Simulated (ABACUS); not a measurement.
# Ta (Im-3m) in ABACUS: a series of runs, part 2 of 2

ABACUS 3.10.1.

### Step 3. Equation of state, WC, 16.93 Å³/atom (volume scaled by 0.94)

run_abacus.py

```python
"""ABACUS run from a structure file: ASE reads it, the script writes STRU, KPT and INPUT."""
import re
import subprocess
from ase.io import read
from ase.units import Bohr

atoms = read("Ta.xyz")
atoms = atoms[(-atoms.numbers).argsort(kind="stable")]  # ABACUS lists atoms element by element
pseudo = {'Ta': 'Ta_pbe_v1.uspp.F.UPF'}
orbital = {}
magmoms = None
kmesh = [9, 9, 9]
params = {
    'suffix': 'Ta',
    'calculation': 'scf',
    'basis_type': 'pw',
    'pseudo_dir': './',
    'symmetry': 1,
    'dft_functional': 'wc',
    'ecutwfc': 55,
    'pseudo_rcut': 10,
    'nspin': 1,
    'nbands': 11,
    'ks_solver': 'dav',
    'smearing_method': 'fd',
    'smearing_sigma': 0.00367493,
    'scf_thr': 1e-08,
    'scf_nmax': 100,
    'mixing_type': 'broyden',
    'mixing_beta': 0.7,
    'cal_force': 1,
    'cal_stress': 1,
    'ecutrho': 440,
    'kpar': 4,
}

symbols = atoms.get_chemical_symbols()
elements = list(dict.fromkeys(symbols))
lines = ["ATOMIC_SPECIES"] + [f"{e} {atoms.get_masses()[symbols.index(e)]:.4f} {pseudo[e]}" for e in elements]
if orbital:
    lines += ["", "NUMERICAL_ORBITAL"] + [orbital[e] for e in elements]
lines += ["", "LATTICE_CONSTANT", f"{1 / Bohr:.10f}", "", "LATTICE_VECTORS"]
lines += [" ".join(f"{x:.10f}" for x in v) for v in atoms.cell]
lines += ["", "ATOMIC_POSITIONS", "Direct"]
for e in elements:
    lines += ["", e, "0.0", str(symbols.count(e))]
    for i, p in enumerate(atoms.get_scaled_positions(wrap=False)):
        if symbols[i] == e:
            mag = "" if magmoms is None else " mag " + " ".join(str(x) for x in (magmoms[i] if isinstance(magmoms[i], list) else [magmoms[i]]))
            lines.append(" ".join(f"{x:.10f}" for x in p) + " 1 1 1" + mag)
open("STRU", "w").write("\n".join(lines) + "\n")
open("KPT", "w").write("K_POINTS\n0\nGamma\n%d %d %d 0 0 0\n" % tuple(kmesh))
open("INPUT", "w").write("INPUT_PARAMETERS\n" + "".join(f"{k:<20s}{v}\n" for k, v in params.items()))

done = subprocess.run(['mpirun', '-np', '4', 'abacus'])
if done.returncode:
    raise SystemExit(done.returncode)
log = open("OUT.Ta/running_scf.log").read()
print("final energy (eV):", re.findall(r"FINAL_ETOT_IS (\S+)", log))
```

Ta.xyz

```xyz
1
Lattice="-1.6175709496 1.6175709496 1.6175709496 1.6175709496 -1.6175709496 1.6175709496 1.6175709496 1.6175709496 -1.6175709496" Properties=species:S:1:pos:R:3 pbc="T T T"
Ta     0.0000000000      0.0000000000      0.0000000000
```

Potentials or basis: SSSP 1.3 efficiency PBE, plane waves.

Launch:

```console
$ OMP_NUM_THREADS=1 python run_abacus.py > log
```

running log:

```text
ABACUS v3.10.1

               Atomic-orbital Based Ab-initio Computation at UStc

 ------------------------------------------------------------------------------------

 READING GENERAL INFORMATION
                           global_out_dir = OUT.Ta/
                           global_in_card = INPUT
                               pseudo_dir = ./
                              orbital_dir =
                                    DSIZE = 4
                                    GSIZE = 1

 READING UNITCELL INFORMATION
                                    ntype = 1
                  lattice constant (Bohr) = 1.88973
              lattice constant (Angstrom) = 1

 READING ATOM TYPE 1
                               atom label = Ta
                      L=0, number of zeta = 1
                      L=1, number of zeta = 1
                      L=2, number of zeta = 1
             number of atom for this type = 1

                        TOTAL ATOM NUMBER = 1
DIRECT COORDINATES
    atom                   x                   y                   z     mag                  vx                  vy                  vz
taud_Ta1            0.0000000000        0.0000000000        0.0000000000  0.0000        0.0000000000        0.0000000000        0.0000000000

                          Volume (Bohr^3) = 114.247
[... 293 lines left out ...]
 E_Ewald        -100.6014912668      -1368.7535085258
 E_entropy(-TS) -0.0008987657        -0.0122283345
 E_descf        0.0000000000         0.0000000000
 E_exx          0.0000000000         0.0000000000
 E_Fermi        1.4621490293         19.8935581239
----------------------------------------------------------

 charge density convergence is achieved
 final etot is -1928.7157168 eV
 EFERMI = 19.893558124 eV

 STATE ENERGY(eV) AND OCCUPATIONS    NSPIN == 1
 1/9 kpoint (Cartesian) = 0.0000 0.0000 0.0000 (791 pws)
       1       -46.9891     0.00274348
       2       -12.8626     0.00274348
       3       -12.8626     0.00274348
       4       -12.8626     0.00274348
       5        11.6934     0.00274348
       6        20.5528    5.15872e-09
       7        20.5528    5.15872e-09
       8        20.5528    5.15872e-09
       9        24.0482    2.24667e-39
      10        24.0482    2.24667e-39
      11        46.9720        0.00000
[... 53 lines left out ...]
 6/9 kpoint (Cartesian) = 0.068690 -0.034345 -0.034345 (782 pws)
       1       -46.9397      0.0658436
       2       -13.3567      0.0658436
       3       -12.9845      0.0658436
       4       -12.9074      0.0658436
       5        13.3175      0.0658436
       6        19.7271      0.0635655
       7        19.8068      0.0559792
       8        22.3693    2.06405e-23
       9        23.0075    5.90246e-29
      10        24.3366    1.68400e-40
      11        35.9866        0.00000

[... levels at 3 further k points ...]

------------------------------------------------------------------------------------------
 TOTAL-FORCE (eV/Angstrom)
------------------------------------------------------------------------------------------
                       Ta1         0.0000000000         0.0000000000         0.0000000000
------------------------------------------------------------------------------------------

----------------------------------------------------------------
 TOTAL-STRESS (KBAR)
----------------------------------------------------------------
        97.1953200519         0.0000000000         0.0000000000
         0.0000000000        97.1953200519        -0.0000000000
        -0.0000000000        -0.0000000000        97.1953200519
----------------------------------------------------------------
 TOTAL-PRESSURE: 97.195320 KBAR

 --------------------------------------------
 !FINAL_ETOT_IS -1928.7157168188275591 eV
 --------------------------------------------
```

INPUT:

```text
INPUT_PARAMETERS
suffix              Ta
calculation         scf
basis_type          pw
pseudo_dir          ./
symmetry            1
dft_functional      wc
ecutwfc             55
pseudo_rcut         10
nspin               1
nbands              11
ks_solver           dav
smearing_method     fd
smearing_sigma      0.00367493
scf_thr             1e-08
scf_nmax            100
mixing_type         broyden
mixing_beta         0.7
cal_force           1
cal_stress          1
ecutrho             440
kpar                4
```

It took 15 s on 4 MPI ranks of Intel Xeon Platinum 8259CL at 2.50GHz (Skylake/Cascade Lake), shared host; peak memory 0.68 GiB.

What came out:

```yaml
Free_energy: -1928.7157 eV
Pressure: 9.7 GPa
Band_gap_on_the_k_mesh: none (metal or under the smearing width)
```

Caveat: the potentials were made for another functional, which shifts forces and pressure.

### Step 4. Equation of state, WC, 17.65 Å³/atom (volume scaled by 0.98)

run_abacus.py is that of step 3.

Ta.xyz

```xyz
1
Lattice="-1.6401972500 1.6401972500 1.6401972500 1.6401972500 -1.6401972500 1.6401972500 1.6401972500 1.6401972500 -1.6401972500" Properties=species:S:1:pos:R:3 pbc="T T T"
Ta     0.0000000000      0.0000000000      0.0000000000
```

Launch:

```console
$ OMP_NUM_THREADS=1 python run_abacus.py > log
```

Wall time 19 s (4 MPI ranks of Intel Xeon Platinum 8259CL at 2.50GHz (Skylake/Cascade Lake), shared host); peak memory 0.68 GiB.

Results (log left out):

```
Free energy            : -1928.7385 eV
Pressure               : 0.7 GPa
Band gap on the k mesh : none (metal or under the smearing width)
```

Caveat: the potentials were made for another functional, which shifts forces and pressure.

### Step 5. Equation of state, WC, 18.37 Å³/atom (volume scaled by 1.02)

run_abacus.py is that of step 4.

Ta.xyz

```xyz
1
Lattice="-1.6622159478 1.6622159478 1.6622159478 1.6622159478 -1.6622159478 1.6622159478 1.6622159478 1.6622159478 -1.6622159478" Properties=species:S:1:pos:R:3 pbc="T T T"
Ta     0.0000000000      0.0000000000      0.0000000000
```

Launch:

```console
$ OMP_NUM_THREADS=1 python run_abacus.py > log
```

Run time: 18 s. Hardware: 4 MPI ranks of Intel Xeon Platinum 8259CL at 2.50GHz (Skylake/Cascade Lake), shared host; peak memory 0.72 GiB.

Results (log left out):

- Free energy: -1928.7253 eV
- Pressure: -6.4 GPa
- Band gap on the k mesh: none (metal or under the smearing width)

Caveat: the potentials were made for another functional, which shifts forces and pressure.

### Step 6. Equation of state, WC, 19.09 Å³/atom (volume scaled by 1.06)

run_abacus.py is that of step 5.

Ta.xyz

```xyz
1
Lattice="-1.6836662614 1.6836662614 1.6836662614 1.6836662614 -1.6836662614 1.6836662614 1.6836662614 1.6836662614 -1.6836662614" Properties=species:S:1:pos:R:3 pbc="T T T"
Ta     0.0000000000      0.0000000000      0.0000000000
```

Potentials or basis: SSSP 1.3 efficiency PBE, plane waves.

Launch:

```console
$ OMP_NUM_THREADS=1 python run_abacus.py > log
```

Wall time 19 s (4 MPI ranks of Intel Xeon Platinum 8259CL at 2.50GHz (Skylake/Cascade Lake), shared host); peak memory 0.76 GiB.

Results (log left out):

- Free energy: -1928.6825 eV
- Pressure: -12.5 GPa
- Band gap on the k mesh: none (metal or under the smearing width)

Caveat: the potentials were made for another functional, which shifts forces and pressure.

### Step 7. Equation of state, WC

No new run: the results of the series are fitted here.

Results:

- Equilibrium volume: 17.72 Å³/atom
- Bulk modulus: 193 GPa
- Pressure derivative of the bulk modulus: 4.0 (rough: it moves with the points fitted)

Energy against volume, from the lowest point:
```
volume (Å³/atom)  energy (meV/atom)
          16.930              22.82
          17.650               0.00
          18.371              13.28
          19.091              56.05
```

Caveat: the potentials were made for another functional, which shifts forces and pressure. Spin-orbit coupling is left out, which matters for the levels of Ta.

### Step 8. How close it comes

Step 7. Measured bulk modulus of Ta: 194 GPa (quoted in “Pressure effects on the electronic structure and superconductivity of (TaNb)0.67(HfZrTi)0.33 high entropy alloy”, 2019, arxiv:1910.08312). This calculation gives 193 GPa (-0.6 %). The fit is for a static lattice scaled at fixed shape and fixed fractional positions.
